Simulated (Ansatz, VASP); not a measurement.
# Hf: VASP beside Ansatz

File INCAR:

```
PREC = Accurate ; ENCUT = 520
EDIFF = 1E-6 ; ISMEAR = 0
SIGMA = 0.15 ; LREAL = F
LASPH = T ; NELM = 100
ALGO = Fast ; ISIF = 2
LWAVE = F ; LCHARG = F
GGA = PS ; NBANDS = 17
```

File KPOINTS:

```
Automatic mesh
0
Gamma
  18 18 10
```

File POSCAR:

```
Hf
1.0
    3.1451298529      0.0000000000      0.0000000000
   -1.5725649265      2.7237623508      0.0000000000
    0.0000000000      0.0000000000      5.2250187286
Hf
2
Direct
    0.3333333333      0.6666666667      0.2500000000
    0.6666666667      0.3333333333      0.7500000000
```

Input for Ansatz:

```yaml
crystal:
  lattice:
    - [3.1451298529, 0.0, 0.0]
    - [-1.5725649265, 2.7237623508, 0.0]
    - [0.0, 0.0, 5.2250187286]
  atoms:
    - { symbol: Hf, position: [0.3333333333, 0.6666666667, 0.25] }
    - { symbol: Hf, position: [0.6666666667, 0.3333333333, 0.75] }
basis:
  ecutwfc: 420
kpoints:
  mp_grid: { grid: [18, 18, 10] }
hamiltonian:
  xc: pbesol
scf:
  occupations: { method: gaussian, width: 0.15 }
output:
  forces: true
  stress: true
  eigenvalues: true
```

Alike in both runs: task single point; functional PBEsol; k mesh 18 × 18 × 10; occupations gaussian, width 0.15 eV; no spin polarisation.

|  | VASP | Ansatz |
| --- | --- | --- |
| version | VASP 6.6.1 | Ansatz 0.2.0 |
| potentials or method | VASP PAW PBE potentials, release 64 (Hf_pv) | scalar-relativistic, plane waves, PAW |
| plane-wave cutoff (eV) | 520 | 420 |
| valence electrons in the cell | 20 | 52 |

Ansatz gave:

- gap on the k mesh at the Fermi level (eV): none
- pressure (GPa): -3.8
- largest component of the traceless stress (GPa): 3.81

Problem. Which values does VASP return?

Solution. gap on the k mesh at the Fermi level (eV): none; pressure (GPa): -3.9; largest component of the traceless stress (GPa): 3.88.

A gap of «none» marks a metal or a gap that the smearing closes. The two sets of potentials don't hold the same shells in valence.

Caveats: the PAW data sets were made with another functional, which shifts forces and pressure a little (VASP). Spin-orbit coupling is left out, which matters for the levels of Hf.
